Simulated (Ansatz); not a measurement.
# CoO: equation of state with LDA

Crystal: CoO.

```
Co O
1.0
     1.50547    0.86918    2.43993
    -1.50547    0.86918    2.43993
     0.00000   -1.73837    2.43993
Co O
1 1
Direct
  0.00000 0.00000 0.00000
  0.50000 0.50000 0.50000
```

The cell is a database's computed one.

```json
{
  "Program": "Ansatz 0.2.0",
  "Task": "equation of state",
  "Functional": "LDA",
  "Potentials or basis": "all-electron LAPW, scalar-relativistic",
  "Basis error allowed": "0.001 eV/atom",
  "k mesh": "11 × 11 × 11",
  "Occupations": "fermi-dirac, width 0.05 eV",
  "Spin": "collinear spin, ferromagnetic start",
  "Starting moments": "[2.0, 0.0] μB"
}
```

```yaml
Equilibrium_volume: "8.14 Å³/atom (rough: see the caveat)"
Bulk_modulus_at_fixed_shape_and_positions: 80 GPa (rough)
```

Energy against volume, from the lowest point:
| volume (Å³/atom) | energy (meV/atom) |
| --- | --- |
| 9.003 | 0.00 |
| 9.195 | 14.09 |
| 9.387 | 30.63 |
| 9.578 | 50.46 |
| 9.770 | 73.40 |
| 9.961 | 99.12 |
| 10.153 | 127.44 |

All runs of the series together: 4.4 min on 2 threads of AMD EPYC 7R43 64-Core Processor (Zen 3), with other jobs on the host.

Caveat: the fit is doubtful: noisy points or a state that changes with volume; the minimum lies outside the volumes run; the cell was scaled at fixed shape and fractional positions, which overstates the stiffness of a crystal with free parameters, most of all of layers and chains.
